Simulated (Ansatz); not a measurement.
**Two Ansatz runs on CaSe**

The structure comes from a relaxation in the same program, started in the wurtzite type, and has space group P6_3/mmc. Whether it is a known phase or the ground state wasn't checked. The relaxation left the symmetry of that type.

First run: DFT, PBE, all-electron LAPW, scalar-relativistic (Ansatz 0.2.0).

Command: `ansatz run input.yaml --threads 1 --pin off --max-ram 3072MiB --backend cpu --events-out ev --progress --plain --runs-dir out` The run took about 33 s on 1 thread of a shared machine.

```yaml
crystal:
  lattice:
    - [5.029752977, 0.0, 0.0]
    - [-2.5148764886, 4.3558938529, 0.0]
    - [0.0, 0.0, 5.8928614638]
  atoms:
    - { symbol: Ca, position: [0.3333333333, 0.6666666667, -0.0618874245] }
    - { symbol: Ca, position: [0.6666666667, 0.3333333333, 0.4381125755] }
    - { symbol: Se, position: [0.3333333333, 0.6666666667, 0.4378874245] }
    - { symbol: Se, position: [0.6666666667, 0.3333333333, 0.9378874245] }
kpoints:
  mp_grid: { grid: [9, 9, 5] }
  band_path:
    path:
      - [0.0, 0.0, 0.0]
      - [0.5, 0.0, 0.0]
      - [0.3333333333, 0.3333333333, 0.0]
      - [0.0, 0.0, 0.0]
      - [0.0, 0.0, 0.5]
      - [0.5, 0.0, 0.5]
      - [0.3333333333, 0.3333333333, 0.5]
      - [0.0, 0.0, 0.5]
      - [0.5, 0.0, 0.5]
    npoints: 8
scf:
  occupations: { method: fermi_dirac, width: 0.05 }
hamiltonian:
  xc: pbe
  pseudopotentials: { kind: all_electron, lapw: { basis_error: 0.001 } }
output:
  forces: true
  stress: true
  eigenvalues: true
  populations: true
  dos: { projected: true, de: 0.2, e_range: [-14, 8] }
```

Result: converged; pressure 0.01 GPa; largest force 0.004 eV/Å; gap on the k mesh 2.48 eV (the mesh can miss the band edges); 9 SCF iterations.

The input is then changed:

```diff
@@ -26,5 +26,5 @@
   occupations: { method: fermi_dirac, width: 0.05 }
 hamiltonian:
-  xc: pbe
+  xc: lda
   pseudopotentials: { kind: all_electron, lapw: { basis_error: 0.001 } }
 output:
@@ -33,4 +33,3 @@
   eigenvalues: true
   populations: true
-  dos: { projected: true, de: 0.2, e_range: [-14, 8] }
```

Task: What does the second run give?

Result: It converged; pressure -3.05 GPa; largest force 0.003 eV/Å; gap on the k mesh 2.27 eV (the mesh can miss the band edges); 9 SCF iterations.

The results part of its log:

```
SCF 1 converged in 9 iterations: F = -169028.201699 eV  dr2 = 9.04e-9
NSCF: frozen V_eff on 65 k-points
SCF converged after 9 iterations
Free energy (F): -169028.201699 eV
Harris-Foulkes:  -169028.201699 eV  (|F-HF|=6.00e-9)
Internal energy: -169028.201699 eV  (E = F + TS)
E sigma→0 (E₀):  -169028.201699 eV
Fermi energy:    6.087180 eV
--- Per-component energies (eV) ---
  E_band       = -3616.273142
  E_kinetic    = 172367.432862
  E_xc         = -6497.213484
  E_electrostatic = -334898.421078  (all electrons and nuclei)
  E_smearing   = -0.000000  (= −TS)
  E_closure    = 0.000000  (closes the sum)
  E_atoms      = -169007.815345  (free atoms, spherical and without spin; not in F)
  Σ components = -169028.201699   (vs F -169028.201699, Δ=0.00e0)
  Basis errors (estimates in eV, not in F): energy 4.4e-4 per atom: plane waves 3.9e-4 (2.3e-4 summed), levels above the bands 3.1e-36, relativity 2.0e-9, radial functions 4.2e-5, core shells 1.1e-6; eigenvalues (radial functions only) 1.2e-6; not estimated: angular momenta, meshes, grids; target (lapw.basis_error) 1.0e-3; muffin-tin radii Ca 1.439 Å, Se 1.465 Å
--- Forces (eV/Å), atoms counted from 1 ---
  atom   1  Ca    -0.00000000    -0.00000000    -0.00348309
  atom   2  Ca     0.00000000     0.00000000    -0.00348309
  atom   3  Se    -0.00000000    -0.00000000     0.00348316
  atom   4  Se     0.00000000     0.00000000     0.00348316
  max |Σ_I F_I| component: 1.38e-7 eV/Å
--- Stress (GPa, compression-positive) ---
       -2.828103      -0.000000       0.000000
       -0.000000      -2.828103      -0.000000
        0.000000      -0.000000      -3.494209
  P = ⅓ Tr σ = -3.0501 GPa (-30.501 kbar)
--- Band table (eV; the first three rows and the last of 36) ---
  k-point 0: bands = ["-200.2169", "-200.2169", "-140.2548", "-140.2548", "-140.2548", "-140.2548", "-140.2512", "-140.2512", "-41.0167", "-41.0165", "-41.0165", "-41.0165", "-41.0165", "-41.0165", "-41.0117", "-41.0117", "-41.0115", "-41.0115", "-34.5857", "-34.5770", "-15.8684", "-15.8684", "-15.8669", "-15.8396", "-15.8396", "-15.7933", "-6.6197", "-6.1400", "2.8264", "3.4171", "3.4171", "3.9102", "3.9102", "4.9584", "7.2289", "8.3710", "8.3710", "9.1915", "9.6136", "10.0616", "10.0616"]
  k-point 1: bands = ["-200.2169", "-200.2169", "-140.2548", "-140.2548", "-140.2548", "-140.2548", "-140.2512", "-140.2512", "-41.0167", "-41.0165", "-41.0165", "-41.0165", "-41.0165", "-41.0165", "-41.0116", "-41.0116", "-41.0115", "-41.0115", "-34.5849", "-34.5778", "-15.8656", "-15.8656", "-15.8623", "-15.8423", "-15.8423", "-15.8029", "-6.5473", "-6.1546", "2.7600", "3.4376", "3.4376", "3.8265", "3.8265", "4.2685", "7.5805", "8.6548", "8.6548", "9.4767", "10.0183", "10.1501", "10.1501"]
  k-point 2: bands = ["-200.2169", "-200.2169", "-140.2548", "-140.2548", "-140.2548", "-140.2548", "-140.2512", "-140.2512", "-41.0166", "-41.0165", "-41.0165", "-41.0165", "-41.0165", "-41.0165", "-41.0116", "-41.0116", "-41.0115", "-41.0115", "-34.5827", "-34.5801", "-15.8583", "-15.8583", "-15.8494", "-15.8494", "-15.8480", "-15.8253", "-6.3803", "-6.2273", "2.8116", "3.3176", "3.5124", "3.5124", "3.6554", "3.6554", "8.1365", "8.8253", "9.3586", "9.3586", "10.0826", "10.0826", "10.6522"]
  k-point 35: bands = ["-200.2169", "-200.2169", "-140.2548", "-140.2548", "-140.2548", "-140.2548", "-140.2512", "-140.2512", "-41.0166", "-41.0166", "-41.0165", "-41.0165", "-41.0165", "-41.0164", "-41.0116", "-41.0116", "-41.0116", "-41.0115", "-34.5809", "-34.5809", "-15.9008", "-15.9008", "-15.8681", "-15.8550", "-15.8081", "-15.8081", "-6.1528", "-6.1528", "2.4044", "2.4044", "3.2217", "3.6341", "4.0934", "4.0934", "8.0495", "8.3105", "9.2026", "9.9690", "9.9690", "10.0834", "10.1997"]
--- Löwdin populations: 4 sites ---
  site symbol       q [e]
     0     Ca     18.4444
     1     Ca     18.4444
     2     Se     35.2835
     3     Se     35.2835
  spilling = 0.005041 (of n_electrons = 108.000000)
```
